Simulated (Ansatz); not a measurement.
WSe2 as a 2H monolayer, relaxed with r2SCAN in the plane-wave code Ansatz. The sheet's in-plane cell has a = 3.314 Å, b = 3.314 Å (γ = 120.0°), and its outermost atoms lie 3.32 Å apart along the normal. W is surrounded by 6 Se at 2.53 Å; Se is surrounded by 3 W at 2.53 Å.

The axes x, y and z are those of this cell:
```xyz
3
Lattice="3.3144 0.0000 0.0000 -1.6572 2.8704 0.0000 0.0000 0.0000 31.2378" Properties=species:S:1:pos:R:3 pbc="T T F"
W     0.0000    1.9136    9.0000
Se    1.6572    0.9568   10.6609
Se    1.6572    0.9568    7.3391
```
Two periodic directions, a and b.

Unstrained: The PBE gap is direct at K: 1.533 eV. With r2SCAN the gap is 1.644 eV and direct, at K. The HSE06 gap is direct at K: 1.985 eV. Meshes: PBE 12×12×1, r2SCAN 12×12×1, HSE06 6×6×1. Strains are changes of length per length, and xy shears are angles. After each strain the atoms were relaxed again with r2SCAN within the symmetry that the strain leaves, so tilts or polar shifts that break it weren't tested; points keep the names that they have in the unstrained zone. (Simulation; spin polarisation is off.)

(1) Apply in-plane biaxial -1.5 %. How far does the gap move, against the unstrained cell?

(2) Estimate what in-plane biaxial -1.0 % does to the gap.

(3) Apply uniaxial -2.0 % along x, other directions held. How far does the gap move, against the unstrained cell?

(4) Estimate what xy shear, engineering strain (angle) +2.0 % does to the gap.

(5) Order the strained cells by their HSE06 gap, smallest first.
A. xy shear, engineering strain (angle) +2.0 %
B. in-plane biaxial -1.5 %
C. in-plane biaxial -1.0 %
D. uniaxial -2.0 % along x, other directions held

Results:

(1) PBE: the gap goes from 1.533 to 1.661 eV (+0.128 eV); it turns from direct (K) to indirect (K → Γ–K (0.52)). r2SCAN: the gap goes from 1.644 to 1.816 eV (+0.172 eV); it turns from direct (K) to indirect (K → Γ–K (0.52)); least and direct gap lie within 0.04 eV, so its kind isn't settled. HSE06: the gap goes from 1.985 to 2.188 eV (+0.203 eV); it turns from direct (K) to indirect (K → Γ–K (0.52)); least and direct gap lie within 0.04 eV, so its kind isn't settled. The r2SCAN energy rises by 7.1 meV an atom.

(2) PBE: the gap goes from 1.533 to 1.662 eV (+0.129 eV). r2SCAN: the gap goes from 1.644 to 1.778 eV (+0.134 eV). HSE06: the gap goes from 1.985 to 2.137 eV (+0.152 eV). The r2SCAN energy rises by 3.1 meV an atom.

(3) PBE: the gap goes from 1.533 to 1.658 eV (+0.125 eV); the edges go from K to (0.328, 0.336, 0). r2SCAN: the gap goes from 1.644 to 1.775 eV (+0.131 eV); the edges go from K to (0.328, 0.336, 0). HSE06: the gap goes from 1.985 to 2.134 eV (+0.149 eV); the edges go from K to (0.328, 0.336, 0). The r2SCAN energy rises by 5.4 meV an atom.

(4) PBE: the gap goes from 1.533 to 1.529 eV (-0.004 eV); the edges go from K to (1/3, 0.328, 0). r2SCAN: the gap goes from 1.644 to 1.640 eV (-0.004 eV); least and direct gap lie within 0.04 eV, so its kind isn't settled. HSE06: the gap goes from 1.985 to 1.982 eV (-0.003 eV); least and direct gap lie within 0.04 eV, so its kind isn't settled. The r2SCAN energy rises by 2.0 meV an atom.

(5) A (1.98 eV), D (2.13 eV), C (2.14 eV), B (2.19 eV).

No spin-orbit coupling is included; it can move band edges with weight on the heavy atoms by tenths of an eV.

Where an edge lies off the special points, it is a point of the mesh or the k point where a search put PBE's edge or least direct gap, reused for the other functionals, whose own edges may lie a little apart.

Coordinates of k points refer to the reciprocal vectors of the primitive cell of the runs.

The meshes of the hybrids are coarse, so their gaps aren't converged to the digits shown.
